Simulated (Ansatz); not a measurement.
This script makes a check of PAW against all-electron LAPW of ZnS, space group P6_3mc with Ansatz's Python interface.

`zns.py`:
```python
import ansatz
from ase import Atoms
import numpy as np


def count_gap(report):
    # lowest empty less highest filled band, counting bands; zero where they overlap
    return max(report.get("gap_by_band_count_ev") or 0.0, 0.0)

atoms = Atoms(
    ["Zn", "Zn", "S", "S"],
    scaled_positions=[
        (1 / 3, 2 / 3, 0.0),
        (2 / 3, 1 / 3, 0.5),
        (1 / 3, 2 / 3, 0.385),
        (2 / 3, 1 / 3, 0.885),
    ],
    cell=[
        (3.811, 0.0, 0.0),
        (-1.9055, 3.30042281, 0.0),
        (0.0, 0.0, 6.234),
    ],
    pbc=True,
)
structure = ansatz.Crystal.from_ase(atoms)

calc = (
    structure.calculation()
    .occupations("fixed")
    .kpoints(6, 6, 4)
    .functional("PBEsol")
    .stress()
    .forces()
    .band_table()
)
variants = {
    "PAW": calc.pseudopotentials("paw"),
    "LAPW": calc.pseudopotentials("all_electron", lapw=True),
}
rows = []
for label, variant in variants.items():
    summary = variant.run(threads=1, backend="cpu").report
    levels = np.array(summary["eigenvalues_ev"][0]) - summary["fermi_energy_ev"]
    print(label, "levels at the first k-point near E_F:", np.round(levels[np.abs(levels) < 5], 3))
    rows.append((label, summary["n_electrons"], np.trace(summary["stress_gpa"]) / 3, float(np.abs(summary["forces_ev_ang"]).max()), count_gap(summary)))
print("     treatment  electrons in bands           P GPa  max force component eV/A  gap by band count eV")
for row in rows:
    print(f"{str(row[0]):>14s}  {row[1]:18.1f}  {row[2]:14.3f}  {row[3]:24.4f}  {row[4]:20.3f}")
```

How well do the two treatments of the cores agree on the pressure?

PAW gives -1.277 GPa and LAPW -1.273 GPa, 0.004 GPa apart. They took 3.6 and 46.7 s of processor time.

What the script printed:

```console
$ python zns.py
DeckWarning: basis.ecutwfc = 420 eV, auto-derived from the records' recommended cutoffs: set by Zn (normal level)
PAW levels at the first k-point near E_F: [-0.87  -0.87  -0.012 -0.012  0.     2.109  2.874]
LAPW levels at the first k-point near E_F: [-0.869 -0.869 -0.012 -0.012  0.     2.113  2.877]
     treatment  electrons in bands           P GPa  max force component eV/A  gap by band count eV
           PAW                36.0          -1.277                    0.3076                 2.109
          LAPW                68.0          -1.273                    0.3074                 2.113
```
(Warnings from the package without file and line.)

Reading the output:
- Semilocal gaps usually lie well under measured ones.
- The computed bands are complete only to about 5.0 eV above the Fermi level.
- The Fermi level of a run with fixed occupations marks the highest occupied state on its mesh, not mid-gap.
- The structure is a deposited one; some such entries were measured under pressure or heat, so a shift against it needn't be the functional's error alone.
- Levels are Kohn-Sham eigenvalues on this mesh.
- Pressure is positive in compression; the treatments may keep other shells as core, so totals and counts of electrons can differ.
- It ran for 51 s on 1 thread of Arm Neoverse V1, with other jobs on the host, peak memory 0.57 GiB.
